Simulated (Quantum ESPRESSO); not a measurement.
Tl in Quantum ESPRESSO: the effect of target pressure

The system is Tl.

```xyz
2
Lattice="3.4560 0.0000 0.0000 -1.7280 2.9930 0.0000 0.0000 0.0000 5.5250" Properties=species:S:1:pos:R:3 pbc="T T T"
Tl    1.7280    0.9977    4.1438
Tl    0.0000    1.9953    1.3813
```

Alike in all runs:

```yaml
Program: Quantum ESPRESSO 7.5
Task: phonons
Functional: PBEsol
Potentials_or_basis: PseudoDojo 0.4.1 SR PBEsol standard
Cutoff: 844 eV
Density_cutoff: 3374 eV
k_mesh: 6 × 6 × 4
Occupations: cold, width 0.2 eV
Spin: no spin polarisation
```

Each run relaxes the cell or the atoms first.

One run gave: relaxed volume 21.94 Å³/atom; highest phonon frequency 129 cm⁻¹. Which target pressure did it use?
A. 5 GPa
B. 10 GPa
C. 0 GPa
D. 40 GPa
E. 20 GPa

E.

```csv
target pressure,relaxed volume (Å³/atom),highest phonon frequency (cm⁻¹)
0 GPa,28.43,79
5 GPa,25.72,97
10 GPa,24.06,110
20 GPa,21.94,129
40 GPa,19.46,162
```

Caveats: the mesh is thin for the phonons of a metal; the cell is more than 3 GPa from zero pressure, which shifts response properties (some runs); the volume moved by over 15 % at a fixed basis, so the end points are rough (some runs).
